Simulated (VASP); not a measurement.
Runs of VASP 6.6.1 on As. The typed cell holds 2 atoms: a = 3.824 Å, b = 3.824 Å, c = 3.824 Å, α = 60.00°, β = 60.00°, γ = 60.00°. This isn't the form of As at room conditions, which is rhombohedral.

```tsv
screening parameter	gap on the mesh (eV)	pressure (GPa)	largest force (eV/Å)
0.15	0.24	(a)	1.03
0.2	(d)	0.6	0.99
0.6	0.18	2.4	(b)
0.4	0.18	(c)	0.88
0.3	0.18	1.1	0.93
```

Alike in all rows: task single point; level HSE(alpha, omega); potentials or basis VASP PAW PBE potentials, release 64 (As); no spin polarisation; cell all atoms moved at random; k mesh 5 × 5 × 5; cutoff (eV) 520; smearing fermi-dirac 0.05 eV.

Question: Estimate the missing entries.

Answer: (a) 0.4; (b) 0.80; (c) 1.5; (d) 0.20.

Caveats: the PAW data sets were made with another functional, which shifts forces and pressure a little; an odd mesh through Γ misses points on the zone boundary, where band edges often lie.

A k mesh can miss the band edges, and the runs leave out spin-orbit coupling on As.
